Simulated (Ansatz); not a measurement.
Electric field gradients in SrTiO3

```xyz
5
Lattice="3.9050 0.0000 0.0000 0.0000 3.9050 0.0000 0.0000 0.0000 3.9050" Properties=species:S:1:pos:R:3 pbc="T T T"
Sr    0.0000    0.0000    0.0000
Ti    1.9525    1.9525    1.9525
O     0.0000    1.9525    1.9525
O     1.9525    0.0000    1.9525
O     1.9525    1.9525    0.0000
```

Atoms are numbered in the order listed.

The cell is COD entry 7212245, as deposited and not checked against the literature; nothing was relaxed.

All numbers are computed: DFT, PBE, all-electron PAW with datasets made for the crystal, scalar-relativistic (Ansatz 0.2.0); DFT, PBE, PAW with Ansatz's default frozen-core files, scalar-relativistic (Ansatz 0.2.0).

For the crystal-made all-electron datasets (AE datasets): a Γ-centred 7×7×7 k mesh, Fermi–Dirac smearing of 0.05 eV, cutoff 540 eV (chosen by the program for this cell), no spin polarisation. PAW takes a cutoff of 420 eV at this cell. The Ansatz runs share mesh, smearing and spin set-up.

No spin–orbit coupling: at heavy atoms the gradients can be off by tens of per cent for that reason.

Vzz is the principal value of largest size of the traceless field-gradient tensor, in 10²¹ V/m², and η = (Vxx − Vyy)/Vzz with |Vzz| ≥ |Vyy| ≥ |Vxx|.

| site | site symmetry | Vzz (η), AE datasets | Vzz (η), PAW |
| --- | --- | --- | --- |
| Sr1 | m-3m | 0 (under 0.004) | 0 (under 0.004) |
| Ti2 | m-3m | 0 (under 0.004) | 0 (under 0.004) |
| O3 | 4/mm.m | ? | ? |

(1) What belongs in the row "O3", column "Vzz (η), PAW"?

(2) Fill in "Vzz (η), AE datasets" for the row "O3".

Results:

(1) 1.30 (η = 0.00).

(2) 1.22 (η = 0.00).
